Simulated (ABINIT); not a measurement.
Wanted: the native input for an ABINIT 10.8.3 (patched build) run.

```
Task                        : relaxation of cell and atoms
Functional                  : PBE
Dispersion                  : D3
Potentials or basis         : JTH PAW PBE v2.0
Cutoff                      : 599 eV
k mesh                      : 11 × 11 × 11
Occupations                 : fermi-dirac, width 0.05 eV
Spin                        : no spin polarisation
Cell freedom (optcell)      : 2
Cutoff smearing ecutsm (Ha) : 0.5
Optimiser (ionmov)          : 2
Force stop (Ha/bohr)        : 5e-05
Fine-grid cutoff            : 1197.3 eV
```

Crystal: In.

```xyz
1
Lattice="-1.6255 1.6255 2.4737 1.6255 -1.6255 2.4737 1.6255 1.6255 -2.4737" Properties=species:S:1:pos:R:3 pbc="T T T"
In    0.0000    0.0000    0.0000
```

The input as run:

run.abi

```
pp_dirpath "./"
pseudos "In.GGA_PBE-JTH.xml"

acell 3.376906444 3.376906444 3.376906444 Angstrom
rprim
    -0.4813488401     0.4813488401     0.7325343598
     0.4813488401    -0.4813488401     0.7325343598
     0.4813488401     0.4813488401    -0.7325343598
ntypat 1
znucl 49
natom 1
typat 1
xred
     0.0000000000     0.0000000000     0.0000000000
chkprim 0
chksymtnons 0
tolsym 1.0e-6

ecut 22.0
pawecutdg 44.0
pawxcdev 0

kptopt 1
ngkpt 11 11 11
nshiftk 1
shiftk 0.0 0.0 0.0

ixc 11
vdw_xc 6

nband 11
occopt 3
tsmear 0.00183747

nstep 100
tolvrs 1.0e-9

iomode 3
prtwf 0
prtden 0
prteig 0
prtebands 0

ionmov 2
ntime 60
tolmxf 5.0e-5
optcell 2
dilatmx 1.08
ecutsm 0.5
```

Potentials or basis: JTH PAW PBE v2.0.

Command:

```bash
$ abinit run.abi > log 2>&1
```

It gave:

The relaxed volume is 26.50 Å³/atom, the relaxed cell is a = 3.366 Å, b = 3.366 Å, c = 3.366 Å, α = 121.09°, β = 121.09°, γ = 88.12° and the space group after relaxing (to 0.05 Å) is I4/mmm (No. 139). The energy gained by relaxing is 3.0 meV/atom and the ionic steps are 11. The pressure after relaxing is 0.0 GPa and the band gap on the k mesh is none (metal or under the smearing width). The valence electrons inside the program's atomic spheres are In 11.11 (radii [1.3264] Å).

Caveat: pairwise dispersion overbinds metals, which lowers pressure and volume.

Run time: 6.4 min on 1 thread of Arm Neoverse V1, on a shared host, peak memory 0.16 GiB.
